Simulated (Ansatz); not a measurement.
# Notes on a calculation: In (bct)

**What was measured.** A cell as deposited of tetragonal In (space group I4/mmm), temperature not stated, from the Crystallography Open Database (2006, doi:10.1107/S0108768106003314), has a, c = 3.251, 4.947 Å and 26.14 Å³/atom.

Method: LDA, scalar-relativistic; no spin polarisation; PAW, 420 eV, Γ-centred 18×18×18 mesh, 0.05 eV Gaussian smearing; code Ansatz; PAW files: Ansatz's generated set soft_2.

The first cell, 0 % over the database's volume:

```xyz
1
Lattice="-1.6261 1.6261 2.4731 1.6261 -1.6261 2.4731 1.6261 1.6261 -2.4731" Properties=species:S:1:pos:R:3 pbc="T T T"
In    0.0000    0.0000    0.0000
```

The runs in order:

```tsv
run	level	k-mesh	kind	V (Å³/atom)	P (GPa)	E − E(final) (meV/atom)	gap on the mesh (eV)
1	LDA	18×18×18	cell and atoms relaxed	24.55	0.0	0.0	metal
```

Cell and atoms are those of this level's equilibrium.

The final structure (symmetry read at 0.01 Å). The structure is tetragonal, space group I4/mmm (No. 139). Conventional cell: a = 3.152 Å, b = 3.152 Å, c = 4.943 Å, α = 90.00°, β = 90.00°, γ = 90.00°. In (site symmetry 4/mmm) has 12 In at 3.15 to 3.33 Å as nearest neighbours. (Shells end 15 % past the nearest neighbour.)

- At the final geometry the gap, band path included, is zero (metallic).
- The runs in the table took roughly 2.1 core-minutes.

**Reading the result.**

The calculation's cell holds 13 valence electrons, an odd number. Without magnetic order each band takes two, so one stays part-filled and the crystal must be a metal.

**Against experiment.** LDA gives 3.152, 4.943 Å and 24.55 Å³/atom, −6.1 % in volume (−2.1 % in length) from the database's cell. The axes miss by −3.0 %, −0.1 %. LDA overbinds and usually gives cells that are too small. The database's entry may also be off.
